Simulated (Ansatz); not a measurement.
**CsSnI3: strain energy, fitted**

CsSnI3, Pm-3m, a = 6.134 Å. The structure is a COD entry; whether it is the stable form wasn't checked. Ansatz: PBEsol, PAW, 420 eV, Γ-centred 6×6×6 mesh on 5 atoms, Gaussian smearing 0.01 eV; no spin polarisation. Series: equal strain along all axes, cell held, atoms fixed by symmetry; x is the strain in per cent. y is the free energy over the unstrained cell, V0 = 46.161 Å³/atom.

```tsv
x (%)	y (meV/atom)
-6.0	107.13
-4.0	43.99
-2.0	10.25
0.0	0.00
2.0	8.44
4.0	32.10
6.0	?
```

Question: Fit y = c2 x² + c3 x³ to the other rows, turn c2 into a modulus, and predict the missing energy.

Answer: Least squares on the rows shown. y = 2.3863 x² − 0.097491 x³. In eV per unit strain² c2 is 23.86; the stiffness is B for this strain (E = 9/2 B V0 ε², shape held): 2 × 23.86 × 160.2 / (9 × 46.161) = 18.4 GPa. At x = 6.0 the fit asked for gives 64.85 meV/atom. The run gave 67.82 meV/atom, so the fit is 2.97 meV/atom too low, 2.8 % of the span of the series, against an rms of 0.26 meV/atom on the fitted rows. The row lies outside the fitted range. With a term in x⁴ added, a fit to the same known rows predicts 66.96 meV/atom, so most of the miss is curvature that the known rows already hold.

Symmetry holds off the tilts and polar distortions that many cubic perovskites undergo.